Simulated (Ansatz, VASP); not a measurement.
# One calculation of Ni, two programs

```xyz
2
Lattice="2.4918 0.0000 0.0000 -1.2459 2.1579 0.0000 0.0000 0.0000 4.0690" Properties=species:S:1:pos:R:3 pbc="T T T"
Ni    0.0000    1.4386    1.0173
Ni    1.2459    0.7193    3.0518
```

The cell was built by a generator and needn't be a form met in nature.

Alike in both runs: task relaxation of cell and atoms; functional RPBE; k mesh 14 × 14 × 8; occupations fermi-dirac, width 0.1 eV; no spin polarisation.

|  | VASP | Ansatz |
| --- | --- | --- |
| version | VASP 6.6.1 | Ansatz 0.2.0 |
| potentials or method | VASP PAW PBE potentials, release 64 (Ni) | plane waves (420 eV) with PAW, scalar-relativistic |
| plane-wave cutoff (eV) | 600 | 420 |
| valence electrons in the cell | 20 | 36 |

```csv
,VASP,Ansatz,Ansatz less VASP
relaxed volume (Å³/atom),11.23,11.21,-0.018
relaxed cell length with the largest relative difference (Å),2.508,2.507,-0.0016
energy change over the relaxation (meV/atom),-4,-4,+0.2
```

The two sets of potentials don't hold the same shells in valence.

Caveats: the PAW data sets were made with another functional, which shifts forces and pressure a little (VASP); the run has no spin polarisation, though such a crystal can be magnetic. Spin polarisation is off, so any magnetic state and its effect on volume and gap are missing.
